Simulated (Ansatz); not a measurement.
**Sn: single point with PBE**

Crystal: Sn.

```
Sn
1.0
    -2.02919    2.02919    1.66076
     2.02919   -2.02919    1.66076
     2.02919    2.02919   -1.66076
Sn
1
Direct
  0.00000 0.00000 0.00000
```

This isn't the form of Sn at room conditions, which is tetragonal (white tin).

* Program: Ansatz 0.2.0
* Task: single point
* Functional: PBE
* Potentials or basis: Ansatz PAW
* Cutoff: 420 eV (not typed: the program's choice for these potentials)
* k mesh: 10 × 10 × 10
* Occupations: fermi-dirac, width 0.05 eV
* Spin: no spin polarisation

```json
{
  "Pressure": "0.9 GPa",
  "Band gap on the k mesh": "none (metal or under the smearing width)"
}
```

Stress tensor (GPa, compression positive):
```
0.44 0.00 0.00
0.00 0.44 0.00
0.00 0.00 1.74
```

Levels at points of the mesh, in eV from the Fermi level:
| k point | band 3 | band 4 | band 5 | band 6 | band 7 | band 8 | band 9 | band 10 | band 11 |
| --- | --- | --- | --- | --- | --- | --- | --- | --- | --- |
| (0.00, 0.00, 0.00) | -21.46 | -21.45 | -21.34 | -11.00 | 6.80 | 6.80 | 9.37 | 10.27 | 11.42 |
| (0.00, 0.00, -0.50) | -21.42 | -21.38 | -21.30 | -7.24 | -4.64 | 5.82 | 7.79 | 10.40 | 10.95 |
| (0.00, -0.50, 0.00) | -21.38 | -21.31 | -21.29 | -5.72 | -4.12 | 3.11 | 4.37 | 7.22 | 7.40 |
| (-0.50, -0.50, -0.50) | -21.31 | -21.31 | -21.28 | -3.36 | -1.53 | -1.53 | 2.56 | 3.09 | 6.12 |

Wall time 2.8 s on 2 threads of AMD EPYC (Zen 3) (shared host), peak memory 0.33 GiB.
